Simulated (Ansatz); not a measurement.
CoO: band structure with PBEsol

Crystal: CoO.

```
Co O
1.0
     1.60222    0.92504    2.56647
    -1.60222    0.92504    2.56647
     0.00000   -1.85008    2.56647
Co O
1 1
Direct
  0.99898 0.99898 0.99898
  0.75102 0.75102 0.75102
```

Measurements of this composition are mostly on another form, of space group No. 225.

```json
{
  "Program": "Ansatz 0.2.0",
  "Task": "band structure",
  "Functional": "PBEsol",
  "Potentials or basis": "all-electron LAPW, non-relativistic",
  "Cutoff": "456 eV (chosen from the basis error)",
  "Basis error allowed": "0.001 eV/atom",
  "k mesh": "10 × 10 × 10",
  "Occupations": "fermi-dirac, width 0.05 eV",
  "Spin": "collinear spin, ferromagnetic start",
  "Starting moments": "[2.0, 0.0] μB"
}
```

| Property | Result |
| --- | --- |
| Pressure | -6.5 GPa |
| Largest force | 0.232 eV/Å |
| Band gap along the path | none (metal or under the smearing width) |
| Net moment | 2.76 μB per cell |
| Absolute moment | 2.77 μB per cell |
| Site moments | Co +2.34; O +0.33 μB |

Forces on the atoms (eV/Å):
```
Co   0.000  0.000  0.232
O    0.000  0.000 -0.232
```

Stress tensor (GPa, compression positive):
```
-8.21  0.00  0.00
 0.00 -8.21  0.00
 0.00  0.00 -3.15
```

Levels at the corners of the path, in eV from the Fermi level:
Spin up:
| point | band 12 | band 13 | band 14 | band 15 | band 16 | band 17 |
| --- | --- | --- | --- | --- | --- | --- |
| Γ | 0.22 | 0.26 | 0.26 | 0.43 | 14.01 | 14.01 |
| L | -2.22 | -0.53 | -0.47 | 5.80 | 6.93 | 13.50 |
| B1 | -2.06 | -1.85 | -0.85 | 6.85 | 10.06 | 10.28 |
Spin down:
| point | band 9 | band 10 | band 11 | band 12 | band 13 | band 14 |
| --- | --- | --- | --- | --- | --- | --- |
| Γ | -4.95 | -0.47 | -0.47 | 0.70 | 2.54 | 2.54 |
| L | -4.75 | -0.27 | -0.25 | 0.17 | 1.68 | 1.71 |
| B1 | -4.53 | -0.99 | -0.42 | -0.03 | 0.80 | 1.30 |

Run time: 41 s on 2 threads of Intel(R) Xeon(R) Platinum 8488C (Sapphire Rapids), on a shared host, peak memory 0.61 GiB.

Caveat: a cell with one magnetic atom can't hold antiferromagnetic order, which such compounds often take; semilocal functionals often make such compounds metallic where correlation or magnetic order opens a gap, which also shifts bond lengths.
